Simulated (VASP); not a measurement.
Write the native input for VASP 6.6.1 that does the following.

```
Task                   : single point
Functional             : PBEsol
Potentials or basis    : VASP PAW PBE potentials, release 64 (Rh_pv)
Cutoff                 : 520 eV
k mesh                 : 11 × 11 × 1
Occupations            : fermi-dirac, width 0.05 eV
Spin                   : no spin polarisation
Hubbard terms          : Rh d U = 3 eV
Dipole correction      : yes
Further INCAR settings : ALGO = Normal; EDIFF = 1e-06
```

The structure of Rh lies in POSCAR:

```
Rh
1.0
    2.4265300000      0.1231000000      0.0000000000
   -0.2893500000      2.4123600000      0.0000000000
    0.0000000000      0.0000000000     23.8000000000
Rh
1
Direct
    0.5000000000      0.5000000000      0.2941200000
```

The cell was built by a generator and needn't be a form met in nature.

One way to write it, as run:

INCAR

```
ALGO = Normal ; DIPOL = 0.5 0.5 0.294
EDIFF = 1E-6 ; ENCUT = 520
GGA = PS ; IDIPOL = 3
ISIF = 2 ; ISMEAR = -1
LASPH = True ; LCHARG = True
LDAU = True ; LDAUJ = 0
LDAUL = 2 ; LDAUPRINT = 1
LDAUTYPE = 2 ; LDAUU = 3
LDIPOL = True ; LELF = True
LMAXMIX = 4 ; LREAL = False
LVACPOTAV = True ; LVHAR = True
LWAVE = False ; NELM = 60
PREC = Accurate ; SIGMA = 0.05
```

KPOINTS

```
k-points
0
Gamma
  11 11 1
```

Potentials or basis: VASP PAW PBE potentials, release 64 (Rh_pv).

Launch:

```console
$ cat potpaw_PBE.64/Rh_pv/POTCAR > POTCAR
$ mpirun -np 1 vasp_std > vasp.out
```

Results of the run:

```
Band gap on the k mesh          : none (metal or under the smearing width)
Work function of the upper face : 5.80 eV
Work function of the lower face : 5.80 eV
```

Caveat: U without spin polarisation on a metal has little footing; the U is typed as a test and isn't derived for this compound.

It took 48 s on 1 thread of Intel(R) Xeon(R) Platinum 8488C (Sapphire Rapids) (shared host), peak memory 0.24 GiB.
